## Band gap of PbSe across density functionals

Lead selenide is a narrow-gap semiconductor, and its use in infrared detectors and thermoelectric devices depends on the size of that gap. The calculations below keep the atoms fixed and change the density functional, in some rows together with the PAW data sets that describe the atomic cores. Two questions follow: what puts the gaps in this order, and what gap should vdW-DF-cx give?

Density-functional calculations of rock-salt PbSe at fixed geometry with GPAW 26.7.0, using PAW, a 600 eV plane-wave cutoff, a Γ-centred 6 × 6 × 6 k mesh and Fermi–Dirac smearing of 0.05 eV. The gaps are taken on this mesh and include spin-orbit coupling, added by second variation after the self-consistent calculation.

```tsv
functional	potentials	gap on mesh (eV)	direct gap on mesh (eV)
PBEsol	PAW-data-sets-made-by gpaw-setup-for-the-functional	0.469	0.469
revPBE	GPAW-PAW-data-sets-(gpaw-data-1.2.1)	0.357	0.357
RPBE	GPAW-PAW-data-sets-(gpaw-data-1.2.1)	0.340	0.340
r2SCAN	GPAW-PAW-data-sets-(gpaw-data-1.2.1)	0.154	0.154
SOGGA	PAW-data-sets-made-by gpaw-setup-for-the-functional	0.472	0.472
vdW-DF-cx	GPAW-PAW-data-sets-(gpaw-data-1.2.1)	?	?
```

### A gap can be wide because the bands have crossed

SOGGA and PBEsol give the widest gaps, revPBE and RPBE come next, and r2SCAN gives much the narrowest. The tabulated values include spin-orbit coupling, the interaction between an electron's spin and its motion near a heavy nucleus. Before that coupling is added, the same calculations give exactly the opposite order: SOGGA has the smallest gap, 0.15 eV, and r2SCAN the largest, 0.53 eV. Coupling that merely narrowed every gap by a similar amount would have left the order as it was.

The reversal has a simple picture. On the mesh, both band edges lie at the point L of the Brillouin zone. By the usual chemistry of lead salts, the filled edge is mainly a selenium p state and the empty edge mainly a lead p state. Lead is heavy, so the coupling mixes its p levels strongly, and the lowest of them is pushed down by those above it. If it falls further than the original gap, it passes below the selenium state and the two exchange roles.

The level energies support this reading. If the edges have crossed, the originally filled level rises by only 0.013 to 0.015 eV in the five rows with values, while the originally empty level falls by 0.61 to 0.67 eV. These are regular shifts, as the same atoms should give with any functional. If the edges had not crossed, the filled level would have to fall by anything from 0.14 to 0.46 eV, depending on the functional. The orbital characters and parities that would settle the matter were not printed, so the crossing is a strong inference and not a direct observation.

### What sets the order

Let $g$ be the gap before spin-orbit coupling and $S$ the distance by which the coupling moves the two edges relative to each other. Once the edges have crossed, the gap that remains at L is the depth of the inversion,

$$D = S - g .$$

For r2SCAN this reads $0.682 - 0.528 = 0.154$ eV. The relation is bookkeeping with the computed levels, not a test of the picture, but it shows which of the two terms matters.

The shift $S$ hardly depends on the functional: it stays between 0.63 and 0.68 eV. The starting gap $g$ more than triples over the same rows. The functional therefore acts mainly through $g$, and a functional that opens the gap before coupling leaves a shallower inversion after it.

In a semiconductor whose edges keep their normal order, the same series would run the other way. There the final gap is $g - S$, and a functional with a wider starting gap also ends with a wider one. For a neighbouring case, the first thing to ask is thus whether $g$ is larger or smaller than $S$. As $g$ grows from a small value, the printed gap first shrinks to zero and then opens again with the bands in normal order.

Complete lists of levels for SOGGA, revPBE and r2SCAN show which edge the functional moves. A pair of filled levels lower down at L, presumably selenium p states, serves as the reference. From SOGGA to revPBE the empty edge rises by 0.18 eV against this pair, and the filled edge by only 0.03 eV. From SOGGA to r2SCAN the rises are 0.53 and 0.16 eV. In these rows, then, the gap before coupling opens mainly because the lead-like level moves up.

### Why r2SCAN's gap is no success

Real PbSe has a low-temperature gap of roughly 0.15 eV, a recalled figure, with the bands in normal order. The r2SCAN gap has about that size, but its bands appear to be inverted. The agreement would then be in magnitude only.

The inversion itself needs care. In tests on other systems, the makers of these data found spin-orbit splittings that were too wide. The present runs carry no such warning of their own, and the size of any error in PbSe is not known. An error in that direction would favour crossing, and because $D = S - g$ it would also make every inverted gap too wide. Reducing the relative shift by 23 per cent would close the r2SCAN gap, and a larger cut would restore the normal order; the other functionals would need a cut of at least half. r2SCAN's band order is therefore the least secure, and so is its place as the narrowest gap. Its coupling was also computed without the exchange-correlation potential, unlike that of the other known rows.

### A forecast for vdW-DF-cx

The remaining functional adds a nonlocal correlation term, designed for dispersion forces, to an exchange part that responds weakly to small and moderate density gradients. Exchange offers a way to place it among the others. Let $x$ be the fraction by which a functional strengthens exchange, relative to a uniform electron gas, where the reduced density gradient equals one. Rough recalled values are 0.11 for PBEsol and SOGGA, 0.19 for revPBE and RPBE, and 0.094 for vdW-DF-cx.

In four of the five known rows, weak gradient exchange goes with deep inversion. A least-squares line through PBEsol, SOGGA, revPBE and RPBE gives, in eV,

$$D = 0.638 - 1.525\,x .$$

The direction of this trend is learned from the four rows and not derived from theory. The rows are also a selection, which leaves out failed runs and some with graver warnings. For vdW-DF-cx, which had no part in the fit, the line gives $0.638 - 1.525 \times 0.094 = 0.495$ eV.

r2SCAN was left out because it also responds to the kinetic-energy density of the electrons, which $x$ does not describe. With a value of $x$ suited to a uniform kinetic-energy density, the line would give it 0.58 eV, almost four times the computed gap. The line is thus no guide to functionals of that kind.

The PAW data sets offer a competing explanation. PBEsol and SOGGA, the two functionals with weak gradient exchange, use sets generated specially for them, while revPBE and RPBE use the distributed ones. Within these four rows the two causes cannot be told apart. vdW-DF-cx breaks the pairing, since it combines weak gradient exchange with distributed sets. If the sets alone mattered, it should join revPBE and RPBE near 0.35 eV.

The forecast follows the exchange argument: inverted bands, slightly deeper than with PBEsol, and a gap of 0.495 eV within a range of 0.395 to 0.595 eV. The half-width of 0.10 eV is a judgement. It allows for the nonlocal correlation, which the line ignores, and for a small step beyond the fitted values of $x$. It also allows for the fact that four points in two tight pairs hardly test a straight line.

### The computed value

The withheld rows as computed:

```tsv
functional	potentials	gap on mesh (eV)	direct gap on mesh (eV)
vdW-DF-cx	GPAW-PAW-data-sets-(gpaw-data-1.2.1)	0.436	0.436
```

The computed gap of 0.436 eV lies inside the range, and the central forecast was 0.059 eV too high, or 14 per cent of the computed value. The predicted ranking failed. The gap was to be slightly wider than that of PBEsol, and it is 0.033 eV narrower.

The levels of this row before and after coupling fit the same picture. If its edges have crossed, the originally filled level rises by 0.014 eV and the originally empty one falls by 0.61 eV, much as in the other rows. The depth of the inversion is then $0.628 - 0.192 = 0.436$ eV. The relative shift is almost that of PBEsol, so the narrower final gap comes from a starting gap that is about 0.03 eV wider.

The result favours the exchange argument only mildly. The explanation by data sets alone misses by 0.09 eV in the other direction, so the computed gap falls between the two predictions, somewhat nearer to the first. Both causes may contribute, or the nonlocal correlation may make the inversion shallower than exchange alone suggests. These calculations cannot separate the possibilities. Repeating PBEsol with the data sets used for revPBE would measure the effect of the sets directly.

The miss also shows how misleading the quality of a fit can be. When each of the four fitted rows was left out in turn and predicted from the other three, the typical error was only 0.012 eV, about a fifth of the actual miss. The reason is that each omitted functional left a near twin behind in the fit. That procedure tested how alike the twins are, not how well the line carries over to a different kind of functional.

### Using these gaps

For anyone choosing a functional for PbSe, the size of the gap with spin-orbit coupling is a poor guide on its own. The order of the edges comes first, and comparing the levels before and after coupling is an inexpensive way to examine it. In these six calculations, a wider gap on the mesh appears to mean a deeper inversion at L, and so band edges further from those of the real material.

The values also depend on where in the Brillouin zone the bands were sampled. With PBEsol and SOGGA, the filled band on the line from Γ to K rises above the valence edge found on the mesh. Their valence maximum therefore lies far from L, and their true gaps should be indirect and smaller than the tabulated ones.

For revPBE, RPBE, r2SCAN and vdW-DF-cx, by contrast, the gaps recorded with spin-orbit coupling along the band path are wider than those on the mesh, and the ranking of the functionals changes. The path also passes through L, so denser sampling alone cannot explain a wider gap, and the cause is not settled here. The order explained above is thus the order on the mesh. A gap as small as that of r2SCAN might also close at points that neither the mesh nor the path includes. Finding the true gaps would take a search of the whole zone and not only of the region around L, and even that would not repair the order of the bands.
